# How the gap and dielectric constant of PbTe respond to volume

Near its given volume, rock-salt lead telluride gains about 0.02 eV of calculated gap for each percent of added volume. Squeezing it by 12% in volume nearly triples the electronic dielectric constant, as calculated on a coarse mesh. The practical question here is whether five calculated volumes suffice to supply the values at a sixth, 35.079 Å³/atom, without another run.

Rock-salt PbTe: Yambo 5.3.0 linear response with the Hartree kernel, on Quantum ESPRESSO PBEsol states without spin–orbit coupling (PseudoDojo 0.4.1 potentials, 1088 eV wave cutoff). The k mesh is 8 × 8 × 8 for the ground state and 4 × 4 × 4 for the response, which uses 40 bands, a 3 Ry screening block and a field along x.

| volume (Å³/atom) | shortest distance (Å) | gap on scf mesh (eV) | dielectric static along field | dielectric static along field independent |
| --- | --- | --- | --- | --- |
| 29.682 | 3.096 | 0.347 | 122.32 | 131.68 |
| 31.031 | 3.142 | 0.472 | 72.11 | 77.29 |
| 32.380 | 3.187 | 0.579 | 51.75 | 55.57 |
| 33.730 | 3.231 | 0.670 | 41.58 | 44.81 |
| 35.079 | 3.274 | ? | ? | ? |
| 36.428 | 3.315 | 0.814 | 32.26 | 35.02 |

"Gap on scf mesh" is the energy between the highest filled and the lowest empty state, on the mesh of the ground-state calculation. "Dielectric static along field" is the electronic response to a constant field, with the nuclei held still. The column marked "independent" leaves out local fields, the small-scale fields that the displaced electrons exert on one another.

## Why the gap opens on expansion

In the lead chalcogenides, the top of the valence band is an antibonding mixture of lead s and chalcogen p orbitals. Bringing the atoms together strengthens their interaction and pushes this state up. The conduction edge shifts too, but not enough to keep pace, so the gap narrows. Expansion does the opposite. This is the established picture for the family; the calculation prints no orbital character that would confirm it here.

The table adds that the effect weakens as the crystal expands. The slope of the gap against the logarithm of volume, called the deformation potential, averages 2.8 eV between the two smallest volumes. Between 33.730 and 36.428 Å³/atom it averages only 1.9 eV. Part of the reason may be that orbital overlap dies away with distance, so each further step outwards has less repulsion left to relieve.

A single deformation potential is thus too crude for the whole range. The simplest repair is to let it change steadily, which gives a parabola in x = ln(V/V₀), where V is the volume and V₀ = 33.730 Å³/atom that of the given cell. Fitted to the five known rows, it reads

gap = 0.6705 + 2.113 x − 3.25 x² (in eV).

For the withheld volume, x = ln(35.079/33.730) = 0.0392. The linear term adds 0.083 eV and the quadratic term takes back 0.005 eV, which leaves 0.748 eV.

## Why the dielectric constant follows the gap

A charge held by a spring is a useful simpler system. A steady field moves it further when the spring is soft, and its static response goes as one over the square of its natural frequency. In a crystal, each transition from a filled to an empty state acts like such a spring, with the transition energy in place of the frequency. The comparison stops at the number of springs: PbTe has many, and those far above the gap need not soften along with it.

This suggests a constant for the distant transitions plus a term in 1/gap² for the near ones. The step assumes that the energies of the near transitions scale with the gap, and that these transitions keep their oscillator strength, the weight with which each one responds. If their momentum matrix element stayed fixed instead, the strength itself would grow as the gap shrinks, and the term would go as 1/gap³. Both forms leave out the change in electron density, which is a factor of only 1.23 across the table, against 5.5 for 1/gap². Both were fitted to the five known rows. The inverse-square form stays within about 0.3 of every one, whereas the inverse-cube form misses one by about 5.

The forecast therefore uses the inverse square,

dielectric constant = 12.21 + 13.27/gap² (gap in eV),

and takes the forecast gap as its input. With 0.7484 eV, the second term is 23.7 and the sum 35.9.

Local fields change little in this picture. They lower the dielectric constant by 6.7 to 7.9% in the known rows, while the constant itself varies almost fourfold. The steep trend is already present in the independent response.

## The forecasts

- **Gap:** 0.748 ± 0.003 eV, above the 0.742 eV that lies halfway between the neighbouring rows.
- **Dielectric constant with local fields:** 35.9 ± 0.5, below the halfway value of 36.9.
- **Reduction by local fields:** between 7 and 8%.

The ranges are judgements based on how smoothly the known rows run. They refer to what this same calculation should give, not to a measurement.

The withheld rows as computed:

| volume (Å³/atom) | shortest distance (Å) | gap on scf mesh (eV) | dielectric static along field | dielectric static along field independent |
| --- | --- | --- | --- | --- |
| 35.079 | 3.274 | 0.748 | 35.81 | 38.74 |

## What the result tells

All three forecasts hold. The calculated gap is 0.748 eV and the dielectric constant 35.8, with a local-field reduction of 7.6%. Both halfway values fall outside the stated ranges, so the curvature was worth including even across this short interval.

The dielectric value also separates the two forms. The inverse-cube law would have given 38.7, too high by almost 3. This favours the inverse square as a working rule but does not prove that oscillator strengths stay fixed, because the transitions that matter need not shift as the gap does. In the spectra of the same runs, the strongest absorption lies at about 0.80 eV in the most squeezed cell and 1.41 eV in the most expanded one, well above the gap in both. The inverse cube of these energies changes by a factor of roughly 5, much as 1/gap² does, though the spectra's energy steps of about 0.1 eV leave that factor uncertain. Fixed momentum matrix elements could therefore produce nearly the same rule, and the two fitted constants should not be read as properties of particular bands.

Neither forecast is a severe test. The withheld volume lies between two known ones, and other smooth curves through the same points could do about as well. The success for the gap supports the interpolation more than the orbital picture behind it.

## What to do with it

For a volume inside this range, and with the same settings, interpolate the gap first, with its curvature, and then obtain the dielectric constant from the gap. Take extra care on the compressed side. There the gap is small, so a given error in it changes 1/gap² most.

Do not take the absolute values as those of real PbTe. Spin-orbit coupling is missing, and in PbTe it lowers the gap by several tenths of an electronvolt. That is as large as the whole gap in the most squeezed cells, where the real gap might close or the band edges change order. An inverse-square rule built on these gaps would then fail as well. PBEsol, for its part, tends to make gaps too small, which offsets some of this error without curing it.

The dielectric constants have a second weakness. Their response was summed on a coarse mesh of electron wave vectors. The band edge falls on a point of that mesh, which then stands in for a wide region around it where the transition energies are larger. On a finer mesh the dielectric constant is therefore expected to rise less steeply under compression, and the inverse-square rule may not survive. The value of about 122 at the smallest volume is the least trustworthy. For values meant to describe the real material, add spin-orbit coupling together with a correction of the PBEsol gap, since the coupling alone could leave too small a gap or none. Then refine the mesh until the dielectric constant settles.

The printed analysis below gives the fits, the largest miss of each among the known rows, and the result for the withheld row.

Printed output of the fit:

```
fit of gap_on_scf_mesh on 5 rows: constant 0.6705 +/- 0.00033, coefficient of x 2.113 +/- 0.0039, coefficient of xx -3.25 +/- 0.049; rms 0.000314, worst 33.73 0.000499, leave-one-out rms 0.00184
  rows outside the fit (model, value, miss): 35.079 0.7484, 0.748, 0.00037
fit of dielectric_static_along_field on 5 rows: constant 12.21 +/- 0.2, coefficient of inv2 13.27 +/- 0.043; rms 0.179, worst 31.031 -0.329, leave-one-out rms 0.441
  rows outside the fit (model, value, miss): 35.079 35.9, 35.81, 0.0939
fit of dielectric_static_along_field on 5 rows: constant 29.2 +/- 2.8, coefficient of inv3 3.975 +/- 0.24; rms 3.28, worst 31.031 -5.1, leave-one-out rms 11.8
  rows outside the fit (model, value, miss): 35.079 38.69, 35.81, 2.88
deformation potential dEg/dlnV at the given cell, from the fit (eV): 2.113
mean dEg/dlnV between the two smallest volumes (eV): 2.812
mean dEg/dlnV between 33.730 and 36.428 (eV): 1.871
gap halfway between the neighbours of the withheld row (eV): 0.742
dielectric constant halfway between the neighbours: 36.92
dielectric constant, smallest over largest volume (ratio): 3.792
1/gap squared, smallest over largest volume (ratio): 5.503
electron density, smallest over largest volume (ratio): 1.227
shift of the dielectric forecast if the gap is off by 0.003 eV: 0.19
smallest local-field reduction in the known rows (%): 6.702
largest local-field reduction in the known rows (%): 7.881
local-field reduction in the withheld row (%): 7.563
```
